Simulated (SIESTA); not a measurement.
**PbSe (Clausthalite) under changes of volume**

One of the cells (28.671 Å³/atom); the others are scaled copies at fixed shape and fractional positions:

```
CELL_PARAMETERS angstrom
0.00000 3.06065 3.06065
3.06065 0.00000 3.06065
3.06065 3.06065 0.00000
ATOMIC_POSITIONS crystal
Pb 0.00000 0.00000 0.00000
Se 0.50000 0.50000 0.50000
```

* Program: SIESTA 5.4.2
* Functional: RGE2
* Potentials or basis: PseudoDojo 0.4 standard (PBE files)
* Basis: DZP (energy shift 0.002 Ry)
* Grid cutoff: 500 Ry
* Energy shift: 0.002 Ry
* k mesh: 8 × 8 × 8
* Occupations: fermi-dirac, width 0.05 eV
* Spin: no spin polarisation

| volume (Å³/atom) | energy over the lowest point (meV/atom) | pressure (GPa) | gap on the mesh (eV) |
| --- | --- | --- | --- |
| 26.951 | ? | ? | ? |
| 27.524 | 32.36 | 4.9 | 0.20 |
| 28.097 | 17.31 | 3.5 | 0.27 |
| 28.671 | 7.02 | 2.3 | 0.34 |
| 29.244 | 0.82 | 1.2 | 0.40 |
| 29.818 | 0.00 | 0.2 | 0.46 |
| 30.391 | 0.97 | -0.7 | 0.52 |

Task: What does the run at 26.951 Å³/atom give?

Result: Energy over the lowest point 52.23 meV/atom; pressure 6.3 GPa; gap on the mesh 0.13 eV.

Worked out: A Birch-Murnaghan fit of order 3 (a polynomial in V^(-2/3)) to the other rows has its minimum at 29.82 Å³/atom with B0 = V·E''(V) = 49 GPa and B' = 6.4. It gives 53.63 meV/atom at 26.951 Å³/atom, against the run's 52.23, and -dE/dV = 6.8 GPa, against 6.3. A straight line through the other rows of the gap, of slope 3.22 eV per unit of ln V (its deformation potential), extrapolates to 0.14 eV, against the run's 0.13.

Energies are extrapolated to zero smearing.

Caveats: semicore shells carry a single zeta, which can move pressures by several GPa and volumes by a few percent; the potentials were made for another functional, which shifts forces and pressure; spin-orbit coupling is left out, which as a rule narrows the gap of such compounds by several tenths of an eV; the basis of atomic orbitals isn't converged, which shifts pressures, moduli and gaps.

A mesh can miss the band edges.
